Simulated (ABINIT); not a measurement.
An input for ABINIT 10.8.3 (KF (Carobbiite)):

```
acell 3*1.0 Angstrom
rprim 
  0.000000000000 2.671850000000 2.671850000000
  2.671850000000 0.000000000000 2.671850000000
  2.671850000000 2.671850000000 0.000000000000
ntypat 2
znucl 19 9
natom 2
typat 1 2
xred 
  0.000000000000 0.000000000000 0.000000000000
  0.500000000000 0.500000000000 0.500000000000
pp_dirpath "pseudos"
pseudos "K.upf, F.upf"
ecut 36
ngkpt 6 6 6
nshiftk 1
shiftk 0 0 0
kptopt 1
chksymbreak 0
istwfk *1
occopt 1
irdwfk 1
optdriver 4
nband 151
gwcalctyp 0
ecutsigx 36
symsigma 0
nkptgw 1
kptgw 
  0.0000000000 0.0000000000 0.0000000000
bdgw 
  6 12
ecuteps 8
irdscr 1
ppmodel 1
indata_prefix "in"
outdata_prefix "out"
tmpdata_prefix "tmp"
```

```sh
OMP_NUM_THREADS=1 mpirun -n 4 abinit run.abi > log
```

Estimate wall time and host memory on 4 MPI ranks of Intel Xeon Platinum 8259CL at 2.50GHz (Skylake/Cascade Lake), shared host.

It took 7.7 min; on shared hardware allow 3.9 min to 15 min. Peak host memory was 1.8 GiB.

[Paths, hosts, dates, memory and timing lines, banners, echoed tables and standing remarks are left out of the program output.]

[Logs are printed without paths, hosts, clocks, repeated set-up lines and the standing remarks that a program may print on its own settings, such as how far it seeks lower states.]

[Runs of the session that timed out or met a known fault of the program may be left out.]

[Hosts, paths, dates, database ids (printed as entryN), source tags and the programs' standing remarks are cut or masked in the printed files.]

[G0W0 gaps are taken among the corrected bands and points alone; a level outside them can change the order at an edge.]

[Where Ansatz stands beside ABINIT at settings called matched, ABINIT's density can come from a denser mesh and the files from another edition; pairs whose starting gaps differed by over 0.03 eV were left out, so agreement reads better than it is.]
